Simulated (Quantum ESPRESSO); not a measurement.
# BeTe (F-43m) in Quantum ESPRESSO: a series of runs, part 2 of 2

Quantum ESPRESSO 7.5. Earlier steps stand in the parts before.

### Step 3. Band structure, LDA

pw.in reads:

```
&CONTROL
  calculation = 'scf'
  prefix = 'pwscf'
  outdir = './tmp'
  pseudo_dir = './pseudo'
  tprnfor = .true.
  tstress = .true.
  disk_io = 'low'
/
&SYSTEM
  ibrav = 0
  nat = 2
  ntyp = 2
  ecutwfc = 88
  nbnd = 16
  occupations = 'smearing'
  smearing = 'fd'
  degauss = 0.00367493
/
&ELECTRONS
  conv_thr = 4d-10
  electron_maxstep = 120
  mixing_beta = 0.5
/
ATOMIC_SPECIES
Te   127.6000 Te.upf
Be     9.0122 Be.upf
CELL_PARAMETERS bohr
   0.0000000000    5.2345413652    5.2345413652
   5.2345413652    0.0000000000    5.2345413652
   5.2345413652    5.2345413652    0.0000000000
ATOMIC_POSITIONS bohr
Te     7.8518120478    7.8518120478    7.8518120478
Be     0.0000000000    0.0000000000    0.0000000000
K_POINTS automatic
8 8 8 0 0 0
```

bands.in reads:

```
&CONTROL
  calculation = 'bands'
  prefix = 'pwscf'
  outdir = './tmp'
  pseudo_dir = './pseudo'
  disk_io = 'low'
  verbosity = 'high'
/
&SYSTEM
  ibrav = 0
  nat = 2
  ntyp = 2
  ecutwfc = 88
  nbnd = 16
  occupations = 'smearing'
  smearing = 'fd'
  degauss = 0.00367493
/
&ELECTRONS
  conv_thr = 1d-08
  electron_maxstep = 120
  mixing_beta = 0.5
  diago_full_acc = .true.
/
ATOMIC_SPECIES
Te   127.6000 Te.upf
Be     9.0122 Be.upf
CELL_PARAMETERS bohr
   0.0000000000    5.2345413652    5.2345413652
   5.2345413652    0.0000000000    5.2345413652
   5.2345413652    5.2345413652    0.0000000000
ATOMIC_POSITIONS bohr
Te     7.8518120478    7.8518120478    7.8518120478
Be     0.0000000000    0.0000000000    0.0000000000
K_POINTS crystal
60
 0.0000000000  0.0000000000  0.0000000000 1
 0.0625000000  0.0000000000  0.0625000000 1
 0.1250000000  0.0000000000  0.1250000000 1
 0.1875000000  0.0000000000  0.1875000000 1
 0.2500000000  0.0000000000  0.2500000000 1
 0.3125000000  0.0000000000  0.3125000000 1
 0.3750000000  0.0000000000  0.3750000000 1
 0.4375000000  0.0000000000  0.4375000000 1
 0.5000000000  0.0000000000  0.5000000000 1
 0.5000000000  0.0625000000  0.5625000000 1
 0.5000000000  0.1250000000  0.6250000000 1
 0.5000000000  0.1875000000  0.6875000000 1
 0.5000000000  0.2500000000  0.7500000000 1
 0.4375000000  0.3125000000  0.7500000000 1
 0.3750000000  0.3750000000  0.7500000000 1
 0.3375000000  0.3375000000  0.6750000000 1
 0.3000000000  0.3000000000  0.6000000000 1
 0.2625000000  0.2625000000  0.5250000000 1
 0.2250000000  0.2250000000  0.4500000000 1
 0.1875000000  0.1875000000  0.3750000000 1
 0.1500000000  0.1500000000  0.3000000000 1
 0.1125000000  0.1125000000  0.2250000000 1
 0.0750000000  0.0750000000  0.1500000000 1
 0.0375000000  0.0375000000  0.0750000000 1
 0.0000000000  0.0000000000  0.0000000000 1
 0.0625000000  0.0625000000  0.0625000000 1
 0.1250000000  0.1250000000  0.1250000000 1
 0.1875000000  0.1875000000  0.1875000000 1
 0.2500000000  0.2500000000  0.2500000000 1
 0.3125000000  0.3125000000  0.3125000000 1
 0.3750000000  0.3750000000  0.3750000000 1
 0.4375000000  0.4375000000  0.4375000000 1
 0.5000000000  0.5000000000  0.5000000000 1
 0.5250000000  0.4500000000  0.5250000000 1
 0.5500000000  0.4000000000  0.5500000000 1
 0.5750000000  0.3500000000  0.5750000000 1
 0.6000000000  0.3000000000  0.6000000000 1
 0.6250000000  0.2500000000  0.6250000000 1
 0.5833333333  0.2500000000  0.6666666667 1
 0.5416666667  0.2500000000  0.7083333333 1
 0.5000000000  0.2500000000  0.7500000000 1
 0.5000000000  0.2857142857  0.7142857143 1
 0.5000000000  0.3214285714  0.6785714286 1
 0.5000000000  0.3571428571  0.6428571429 1
 0.5000000000  0.3928571429  0.6071428571 1
 0.5000000000  0.4285714286  0.5714285714 1
 0.5000000000  0.4642857143  0.5357142857 1
 0.5000000000  0.5000000000  0.5000000000 1
 0.4821428571  0.4821428571  0.5357142857 1
 0.4642857143  0.4642857143  0.5714285714 1
 0.4464285714  0.4464285714  0.6071428571 1
 0.4285714286  0.4285714286  0.6428571429 1
 0.4107142857  0.4107142857  0.6785714286 1
 0.3928571429  0.3928571429  0.7142857143 1
 0.3750000000  0.3750000000  0.7500000000 1
 0.6250000000  0.2500000000  0.6250000000 1
 0.5937500000  0.1875000000  0.5937500000 1
 0.5625000000  0.1250000000  0.5625000000 1
 0.5312500000  0.0625000000  0.5312500000 1
 0.5000000000  0.0000000000  0.5000000000 1
```

Potentials or basis: PseudoDojo 0.4.1 SR LDA standard.

Launch:

```sh
> OMP_NUM_THREADS=1 pw.x -in pw.in > pw.out
> OMP_NUM_THREADS=1 pw.x -in bands.in > bands.out
```

pw.out:

```text
This program is part of the open-source Quantum ESPRESSO suite
     for quantum simulation of materials; please cite
[... 9 lines left out ...]
     --------------------
     sticks:   dense  smooth     PW     G-vecs:    dense   smooth      PW
     Sum        1333    1333    379                31951    31951    5029

     Using Slab Decomposition

     bravais-lattice index     =            0
     lattice parameter (alat)  =       7.4028  a.u.
     unit-cell volume          =     286.8573 (a.u.)^3
     number of atoms/cell      =            2
     number of atomic types    =            2
     number of electrons       =        20.00
     number of Kohn-Sham states=           16
     kinetic-energy cutoff     =      88.0000  Ry
     charge density cutoff     =     352.0000  Ry
     scf convergence threshold =      4.0E-10
     mixing beta               =       0.5000
     number of iterations used =            8  plain     mixing
     Exchange-correlation= SLA  PW   NOGX NOGC
                           (   1   4   0   0   0   0   0)

     celldm(1)=   7.402759  celldm(2)=   0.000000  celldm(3)=   0.000000
     celldm(4)=   0.000000  celldm(5)=   0.000000  celldm(6)=   0.000000

     crystal axes: (cart. coord. in units of alat)
               a(1) = (   0.000000   0.707107   0.707107 )
               a(2) = (   0.707107   0.000000   0.707107 )
               a(3) = (   0.707107   0.707107   0.000000 )

     reciprocal axes: (cart. coord. in units 2 pi/alat)
               b(1) = ( -0.707107  0.707107  0.707107 )
               b(2) = (  0.707107 -0.707107  0.707107 )
               b(3) = (  0.707107  0.707107 -0.707107 )
[... 134 lines left out ...]

     End of self-consistent calculation

          k = 0.0000 0.0000 0.0000 (  4015 PWs)   bands (ev):

   -90.5185 -28.1096 -28.1096 -28.1096 -28.0934 -28.0934  -4.5119   8.1640
     8.1640   8.1640  11.7662  11.7662  11.7662  12.2276  16.6180  18.8293
[... 93 lines left out ...]
   -90.5185 -28.1089 -28.1031 -28.1025 -28.0946 -28.0912  -2.5673   3.2313
     4.0061   5.7845  10.7653  13.4746  16.2677  16.6039  17.5201  18.9727

          k =-0.7071 0.0000 0.0000 (  3984 PWs)   bands (ev):

   -90.5185 -28.1113 -28.1014 -28.1014 -28.0959 -28.0901  -2.5456   2.8392
     5.3480   5.3480   9.9409  10.7947  18.1828  18.1828  19.9659  21.6287

          k = 0.3536 0.1768 0.0000 (  3990 PWs)   bands (ev):
[... 26 lines left out ...]
   -90.5185 -28.1067 -28.1061 -28.1027 -28.0938 -28.0919  -2.7034   3.3415
     4.1653   5.7544  12.2342  13.7144  14.5046  16.0590  17.1701  18.9426

          k =-0.7071 0.1768-0.0000 (  4020 PWs)   bands (ev):

   -90.5185 -28.1099 -28.1028 -28.1014 -28.0952 -28.0907  -2.5260   3.0546
     4.8354   5.0004  11.0607  11.7981  16.6451  16.8664  19.4847  20.4553

          k =-0.7071 0.3536 0.0000 (  3996 PWs)   bands (ev):

   -90.5185 -28.1067 -28.1061 -28.1014 -28.0944 -28.0915  -2.5061   3.4410
     4.2029   4.7164  13.4205  13.6841  13.8223  14.6330  19.4032  20.2454

     the Fermi energy is     9.0626 ev

!    total energy              =    -236.97743818 Ry
     estimated scf accuracy    <          2.1E-10 Ry
     smearing contrib. (-TS)   =      -0.00000000 Ry
     internal energy E=F+TS    =    -236.97743818 Ry

     The total energy is F=E-TS. E is the sum of the following terms:
     one-electron contribution =    -113.74659934 Ry
     hartree contribution      =      58.89398133 Ry
     xc contribution           =     -53.19945745 Ry
     ewald contribution        =    -128.92536272 Ry

     convergence has been achieved in   8 iterations

     Forces acting on atoms (cartesian axes, Ry/au):

     atom    1 type  1   force =    -0.00000000   -0.00000000    0.00000000
     atom    2 type  2   force =     0.00000000    0.00000000    0.00000000

     Total force =     0.000000     Total SCF correction =     0.000000

     Computing stress (Cartesian axis) and pressure

          total   stress  (Ry/bohr**3)                   (kbar)     P=        5.68
   0.00003861   0.00000000   0.00000000            5.68        0.00        0.00
   0.00000000   0.00003861   0.00000000            0.00        5.68        0.00
   0.00000000   0.00000000   0.00003861            0.00        0.00        5.68

=------------------------------------------------------------------------------=
   JOB DONE.
=------------------------------------------------------------------------------=
```

Wall time 57 s (1 thread of Arm Neoverse V2, shared host); peak memory 0.09 GiB.

Results:

* Free energy: -3224.2423 eV
* Pressure: 0.6 GPa
* Band gap on the k mesh: 1.78 eV, indirect (least direct gap 3.60 eV)
* Band gap along the path: 1.78 eV, indirect (least direct gap 3.60 eV)

Levels at the corners of the path, in eV from the valence-band top:
| point | band 7 | band 8 | band 9 | band 10 | band 11 | band 12 | band 13 | band 14 |
| --- | --- | --- | --- | --- | --- | --- | --- | --- |
| Γ | -12.68 | 0.00 | 0.00 | 0.00 | 3.60 | 3.60 | 3.60 | 4.06 |
| X | -10.71 | -5.32 | -2.82 | -2.82 | 1.78 | 2.63 | 10.02 | 10.02 |
| W | -10.67 | -4.72 | -3.96 | -3.45 | 5.26 | 5.52 | 5.66 | 6.47 |
| K | -10.73 | -4.93 | -4.16 | -2.38 | 2.60 | 5.31 | 8.10 | 8.44 |
| Γ | -12.68 | 0.00 | 0.00 | 0.00 | 3.60 | 3.60 | 3.60 | 4.06 |
| L | -11.23 | -5.83 | -1.20 | -1.20 | 3.21 | 4.59 | 4.59 | 7.78 |
| U | -10.73 | -4.93 | -4.16 | -2.38 | 2.60 | 5.31 | 8.10 | 8.44 |
| W | -10.67 | -4.72 | -3.96 | -3.45 | 5.26 | 5.52 | 5.66 | 6.47 |
| L | -11.23 | -5.83 | -1.20 | -1.20 | 3.21 | 4.59 | 4.59 | 7.78 |
| K | -10.73 | -4.93 | -4.16 | -2.38 | 2.60 | 5.31 | 8.10 | 8.44 |
| U | -10.73 | -4.93 | -4.16 | -2.38 | 2.60 | 5.31 | 8.10 | 8.44 |
| X | -10.71 | -5.32 | -2.82 | -2.82 | 1.78 | 2.63 | 10.02 | 10.02 |

Caveat: spin-orbit coupling is left out, which moves the levels of the heavy elements.
